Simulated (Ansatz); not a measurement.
Every step of a relaxation of rocksalt LiBr (110), 3 layers

DFT, PBE, PAW with Ansatz's default frozen-core files, scalar-relativistic (Ansatz 0.2.0); a Γ-centred 8×6×1 k mesh, Fermi–Dirac smearing of 0.02 eV, no spin polarisation. The run relaxes the atoms in the fixed cell.

Command: `ansatz run input.yaml --threads 2 --pin off --max-ram 4096MiB --backend cpu --events-out ev --progress --plain --runs-dir out` It took 20 s on 2 threads of Intel(R) Xeon(R) 6975P-C (Granite Rapids), on a shared host, peak memory 0.65 GiB.

```yaml
crystal:
  lattice:
    - [3.8967299087, 0.0, 0.0]
    - [0.0, 5.5108082858, 0.0]
    - [0.0, 0.0, 19.8967]
  atoms:
    - { symbol: Li, position: [0.0, 0.25, 0.4020759747] }
    - { symbol: Br, position: [0.0, 0.75, 0.4020759747] }
    - { symbol: Li, position: [0.5, 0.75, 0.5] }
    - { symbol: Br, position: [0.5, 0.25, 0.5] }
    - { symbol: Li, position: [0.0, 0.25, 0.5979240253] }
    - { symbol: Br, position: [0.0, 0.75, 0.5979240253] }
kpoints:
  mp_grid: { grid: [8, 6, 1] }
scf:
  occupations: { method: fermi_dirac, width: 0.02 }
hamiltonian:
  xc: pbe
  pseudopotentials: { kind: paw }
output:
  forces: true
  stress: true
  eigenvalues: true
relax:
  f_tol: 0.01
  max_steps: 40
efield:
  axis: 3
  amplitude: 0
  dipole_correction: true
```

Each step lists its free energy a cell above the last geometry, and Cartesian positions (Å) with forces (eV/Å).

The first step:

```
step 1  dF = 141.23 meV
  Li 0.0000 1.3777 8.0000   0.0000 0.0000 0.5037
  Br 0.0000 4.1331 8.0000   0.0000 0.0000 -0.1943
  Li 1.9484 4.1331 9.9483   0.0000 0.0000 0.0000
  Br 1.9484 1.3777 9.9483   0.0000 0.0000 0.0000
  Li 0.0000 1.3777 11.8967   0.0000 0.0000 -0.5037
  Br 0.0000 4.1331 11.8967   0.0000 0.0000 0.1943
```

The cell is 1×1, so reconstructions are forbidden.

**Question.** Where does the relaxation end, and by which steps?

**Answer.** After 3 geometries, with a shortest distance of 2.576 Å. The further steps:
```
step 2  dF = 14.31 meV
  Li 0.0000 1.3777 8.1956   0.0000 0.0000 0.0982
  Br 0.0000 4.1331 7.9328   0.0000 0.0000 0.1077
  Li 1.9484 4.1331 9.9484   0.0000 0.0000 0.0000
  Br 1.9484 1.3777 9.9483   0.0000 0.0000 0.0000
  Li 0.0000 1.3777 11.7011   0.0000 0.0000 -0.0982
  Br 0.0000 4.1331 11.9639   0.0000 0.0000 -0.1076
step 3  dF = 0.00 meV
  Li 0.0000 1.3777 8.2634   0.0000 0.0000 0.0009
  Br 0.0000 4.1331 8.0028   0.0000 0.0000 -0.0075
  Li 1.9484 4.1331 9.9484   0.0000 0.0000 0.0000
  Br 1.9484 1.3777 9.9483   0.0000 0.0000 0.0000
  Li 0.0000 1.3777 11.6333   0.0000 0.0000 -0.0009
  Br 0.0000 4.1331 11.8939   0.0000 0.0000 0.0075
step 4  dF = 0.00 meV  (same geometry, solved once more)
  Li 0.0000 1.3777 8.2634   0.0000 0.0000 0.0009
  Br 0.0000 4.1331 8.0028   0.0000 0.0000 -0.0075
  Li 1.9484 4.1331 9.9484   0.0000 0.0000 0.0000
  Br 1.9484 1.3777 9.9483   0.0000 0.0000 0.0000
  Li 0.0000 1.3777 11.6333   0.0000 0.0000 -0.0009
  Br 0.0000 4.1331 11.8939   0.0000 0.0000 0.0075
```
